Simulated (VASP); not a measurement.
Write the native input for VASP 6.6.1 that does the following.

| Property | Result |
| --- | --- |
| Task | single point |
| Functional | LDA |
| Potentials or basis | VASP PAW LDA potentials, release 64 (Ge_d) |
| Cutoff | 520 eV |
| k mesh | 12 × 12 × 12 |
| Occupations | fermi-dirac, width 0.1 eV |
| Spin | non-collinear spin, zero start, spin-orbit coupling |
| Starting moments | [[0.0, 0.0, 0.0]] μB |
| Dipole correction | no |
| Further INCAR settings | ALGO = Fast; EDIFF = 1e-06; NBANDS = 25 |

The structure of Ge lies in POSCAR:

```
Ge
1.0
    2.6466420240      0.0000000000      0.0000000000
    0.0000000000      2.6466420240      0.0000000000
    0.0000000000      0.0000000000      2.6466420240
Ge
1
Direct
    0.0000000000      0.0000000000      0.0000000000
```

This isn't the form of Ge at room conditions, which is diamond.

One way to write it, as run:

INCAR

```
SYSTEM = Ge
  PREC = Accurate
  ENCUT = 520
  EDIFF = 1E-6
  ISMEAR = -1
  SIGMA = 0.1
  LREAL = .False.
  LASPH = .True.
  NELM = 150
  ALGO = Fast
  ISIF = 2
  LWAVE = .False.
  LCHARG = .False.
  MAGMOM = 0 0 0
  LORBIT = 11
  LSORBIT = .True.
  GGA_COMPAT = .False.
  LORBMOM = .True.
  GGA = CA
  NBANDS = 25
```

KPOINTS

```
regular mesh
0
Gamma
  12 12 12
  0 0 0
```

Potentials or basis: VASP PAW LDA potentials, release 64 (Ge_d).

Launch:

```bash
$ cat potpaw_LDA.64/Ge_d/POTCAR > POTCAR
$ mpirun -np 1 vasp_ncl > vasp.out
```

It gave:

* Pressure: -0.1 GPa
* Net moment: 0.00 μB per cell
* Valence electrons inside the program's atomic spheres: Ge 12.33

Run time: 33 s on 1 thread of Intel(R) Xeon(R) Platinum 8488C (Sapphire Rapids) (shared host), peak memory 0.17 GiB.
